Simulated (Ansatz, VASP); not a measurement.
## One calculation of B, two programs

The input INCAR:

```
PREC = Accurate
ENCUT = 520
EDIFF = 1E-6
ISMEAR = 0
SIGMA = 0.1
LREAL = False
LASPH = True
NELM = 60
ALGO = Fast
ISIF = 2
LWAVE = False
LCHARG = True
GGA = PS
LELF = True
LVHAR = True
NBANDS = 8
```

KPOINTS

```
Automatic mesh
0
Gamma
  24 24 10
```

Contents of POSCAR:

```
B
1.0
    1.7765234850      0.0000000000      0.0000000000
   -0.8882617425      1.5385144684      0.0000000000
    0.0000000000      0.0000000000      3.7391051097
B
1
Direct
    0.0000000000      0.0000000000      0.0000000000
```

Input for Ansatz:

```yaml
crystal:
  lattice:
    - [1.776523485, 0.0, 0.0]
    - [-0.8882617425, 1.5385144684, 0.0]
    - [0.0, 0.0, 3.7391051097]
  atoms:
    - { symbol: B, position: [0.0, 0.0, 0.0] }
basis:
  ecutwfc: 420
kpoints:
  mp_grid: { grid: [24, 24, 10] }
hamiltonian:
  xc: pbesol
scf:
  occupations: { method: gaussian, width: 0.1 }
output:
  forces: true
  stress: true
  eigenvalues: true
```

Alike in both runs: task single point; functional PBEsol; k mesh 24 × 24 × 10; occupations gaussian, width 0.1 eV; no spin polarisation.

```csv
,VASP,Ansatz
version,VASP 6.6.1,Ansatz 0.2.0
potentials or method,"VASP PAW PBE potentials, release 64 (B)","scalar-relativistic, plane waves, PAW"
plane-wave cutoff (eV),520,420
valence electrons in the cell,3,3
```

Ansatz gave:

| Quantity | Value |
| --- | --- |
| gap on the k mesh at the Fermi level (eV) | none |
| pressure (GPa) | -17.6 |
| largest component of the traceless stress (GPa) | 16.65 |

Q: What did VASP give for the same quantities?

A: gap on the k mesh at the Fermi level (eV): none; pressure (GPa): -17.5; largest component of the traceless stress (GPa): 16.48.

A gap of «none» marks a metal or a gap that the smearing closes. With one functional, cell and mesh, what is left measures potentials, basis and numerics.

Caveats: so large a pressure means that the cell lies far from this level's equilibrium, or that cutoff or potentials fall short (VASP); the potentials were made for another functional, which shifts forces and pressure (VASP).
